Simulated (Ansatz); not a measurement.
Input and command of a plane-wave DFT calculation in Ansatz:

```yaml
crystal:
  lattice:
    - [3.5897086496, 0.0, 0.0]
    - [0.0, 10.8318789102, 0.0]
    - [0.0, 0.0, 29.6807442192]
  atoms:
    - { symbol: Ge, position: [0.75, 0.1281668055, 0.2526890817] }
    - { symbol: Ge, position: [0.75, 0.6281668055, 0.2877024969] }
    - { symbol: S, position: [0.25, 0.155432426, 0.306474451] }
    - { symbol: S, position: [0.75, 0.844567574, 0.3105185312] }
    - { symbol: Ge, position: [0.25, 0.3718331945, 0.3292904852] }
    - { symbol: Ge, position: [0.25, 0.8718331945, 0.3643039005] }
    - { symbol: S, position: [0.75, 0.344567574, 0.3830758546] }
    - { symbol: S, position: [0.25, 0.655432426, 0.3871199347] }
    - { symbol: Ge, position: [0.75, 0.1281668055, 0.4058918888] }
    - { symbol: Ge, position: [0.75, 0.6281668055, 0.440905304] }
    - { symbol: S, position: [0.25, 0.155432426, 0.4596772581] }
    - { symbol: S, position: [0.75, 0.844567574, 0.4637213383] }
    - { symbol: Ge, position: [0.25, 0.3718331945, 0.4824932924] }
    - { symbol: Ge, position: [0.25, 0.8718331945, 0.5175067076] }
    - { symbol: S, position: [0.75, 0.344567574, 0.5362786617] }
    - { symbol: S, position: [0.25, 0.655432426, 0.5403227419] }
    - { symbol: Ge, position: [0.75, 0.1281668055, 0.559094696] }
    - { symbol: Ge, position: [0.75, 0.6281668055, 0.5941081112] }
    - { symbol: S, position: [0.25, 0.155432426, 0.6128800653] }
    - { symbol: S, position: [0.75, 0.844567574, 0.6169241454] }
    - { symbol: Ge, position: [0.25, 0.3718331945, 0.6356960995] }
    - { symbol: Ge, position: [0.25, 0.8718331945, 0.6707095148] }
    - { symbol: S, position: [0.75, 0.344567574, 0.6894814688] }
    - { symbol: S, position: [0.25, 0.655432426, 0.693525549] }
    - { symbol: Ge, position: [0.75, 0.1281668055, 0.7122975031] }
    - { symbol: Ge, position: [0.75, 0.6281668055, 0.7473109183] }
basis:
  ecutwfc: 500
kpoints:
  mp_grid: { grid: [8, 3, 1] }
hamiltonian:
  xc: r2scan
scf:
  occupations: { method: gaussian, width: 0.05 }
output:
  forces: true
  stress: true
  eigenvalues: true
  write_density: true
  write_potential: true
  elf: true
  volumetric_format: npy
efield:
  axis: 3
  dipole_correction: true
  ramp_width: 0.04
```

```bash
ansatz run input.yaml --threads 4 --pin off --max-ram 10240MiB --backend cpu --events-out ev --progress --plain --runs-dir out
```

Processor: Intel(R) Xeon(R) Platinum 8259CL CPU @ 2.50GHz (Skylake/Cascade Lake), 4 threads, on a host shared with other jobs.

**Question.** How long does it run, and how much memory does it take?

**Answer.** About 2.7 min on 4 threads of Intel(R) Xeon(R) Platinum 8259CL CPU @ 2.50GHz (Skylake/Cascade Lake), with other jobs on the host, peak memory 6.3 GiB. It solves 161 bands at 10 k points (the mesh reduced by symmetry) with about 29359 plane waves, in 15 SCF iterations.
